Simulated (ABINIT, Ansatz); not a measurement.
This is a calculation of Co for ABINIT 10.8.3 (patched build). 

File run.abi:

```
# Pseudopotentials
pp_dirpath "./"
pseudos "Co.GGA_PBE-JTH.xml"

# Structure
acell 2.4705617809 2.4705617809 8.0882338 Angstrom
rprim
     1.0000000000     0.0000000000     0.0000000000
    -0.5000000000     0.8660254038     0.0000000000
     0.0000000000     0.0000000000     1.0000000000
ntypat 1
znucl 27
natom 4
typat 1 1 1 1
xcart
     2.3343425701     1.3477333110    11.4634100355
     0.0000000000     0.0000000000     7.6422733570
    -0.0000000003     2.6954666224     3.8211366785
     0.0000000000     0.0000000000     0.0000000000

# Plane-wave basis
ecut 26.0
pawecutdg 48.0
pawxcdev 0

# k points
kptopt 1
ngkpt 12 12 4
nshiftk 1
shiftk 0.0 0.0 0.0

# Exchange and correlation
ixc -116133

# Bands and occupations
nband 43
occopt 3
tsmear 0.05 eV

# Spin
nsppol 2
spinat
     0.0000000000     0.0000000000     2.0000000000
     0.0000000000     0.0000000000     2.0000000000
     0.0000000000     0.0000000000     2.0000000000
     0.0000000000     0.0000000000     2.0000000000

# SCF cycle
nstep 100
tolvrs 1.0e-9

# Output
iomode 3
prtwf 0
prteig 0
prtebands 0
enunit 2
prtden 1
prtvha 1
prtvclmb 1
prtpot 1
```

Potentials or basis: JTH PAW PBE v2.0.

Run with:

```bash
$ mpirun --bind-to none -np 4 abinit run.abi > log 2>&1
```

Task: Translate it to Ansatz 0.2.0. Potentials or basis there: Ansatz PAW, cutoff 420 eV.

Result: As run (cutoffs and basis follow the program's own potentials, and thresholds, step limits or extra output files can differ):

The input input.yaml:

```yaml
crystal:
  lattice:
    - [2.4705617809, 0.0, 0.0]
    - [-1.2352808905, 2.1395692639, 0.0]
    - [0.0, 0.0, 8.0882338]
  atoms:
    - { symbol: Co, position: [0.6666666667, 0.3333333333, 0.75], spin: 2.0 }
    - { symbol: Co, position: [0.0, 0.0, 0.5], spin: 2.0 }
    - { symbol: Co, position: [0.3333333333, 0.6666666667, 0.25], spin: 2.0 }
    - { symbol: Co, position: [0.0, 0.0, 0.0], spin: 2.0 }
hamiltonian:
  xc: pbesol
  pseudopotentials: { kind: paw }
magnetization:
  spin_polarized: true
kpoints:
  mp_grid: { grid: [12, 12, 4] }
scf:
  occupations: { method: fermi_dirac, width: 0.05 }
output:
  forces: true
  stress: true
  eigenvalues: true
  write_density: true
  write_potential: true
  elf: true
  volumetric_format: npy
```

Potentials or basis: Ansatz PAW.

Launch:

```bash
$ ansatz run input.yaml --threads 1 --pin off --max-ram 3584MiB --backend cpu --events-out ev --progress --plain --runs-dir out
```

Both were run:

|  | ABINIT | Ansatz |
| --- | --- | --- |
| Pressure | -4.8 GPa | -5.7 GPa |
| Net moment | 6.59 μB per cell | 6.59 μB per cell |

Ansatz's pressure holds a Pulay term of +0.21 GPa for its cutoff of 420 eV, which the other run lacks.

ABINIT's potentials were made for PBE. Ansatz's potentials were made for PBE.

Where Ansatz's input types no cutoff or centring, it takes its own default and a Γ-centred mesh.

The magnetic state is the one that the start led to; the real crystal's order can differ.

Pressure is positive in compression.
